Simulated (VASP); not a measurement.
ScAl:

```
Sc Al
1.0
     3.37035    0.00000    0.00000
     0.00000    3.37035    0.00000
     0.00000    0.00000    3.37035
Sc Al
1 1
Direct
  0.50000 0.50000 0.50000
  0.00000 0.00000 0.00000
```

The cell comes from a database or a generator and needn't be the stable form of this composition.

- Program: VASP 6.6.1
- Task: relaxation of cell and atoms
- Functional: LDA
- Potentials or basis: VASP PAW LDA potentials, release 64 (Sc_sv, Al)
- Cutoff: 600 eV
- k mesh: 8 × 8 × 8
- Occupations: fermi-dirac, width 0.05 eV
- Spin: no spin polarisation

At the start: pressure -4.2 GPa; volume 19.14 Å³/atom.

**Question.** How do energy, volume and symmetry change on relaxing?

**Answer.** Over 3 steps the energy falls by 13.7 meV/atom and the volume is 18.14 Å³/atom (-5.2 %); space group Pm-3m (No. 221, to 0.05 Å).

Step by step:
```tsv
step	energy change (eV)	largest force (eV/Å)	pressure (GPa)	volume (Å³)
1	0.0000	0.0000	-4.21	38.28
2	-0.0234	0.0000	1.84	35.56
3	-0.0275	0.0000	0.01	36.29
```

Final structure:
```
Sc Al
1.0
     3.31062    0.00000    0.00000
     0.00000    3.31062    0.00000
     0.00000    0.00000    3.31062
Sc Al
1 1
Direct
  0.50000 0.50000 0.50000
  0.00000 0.00000 0.00000
```
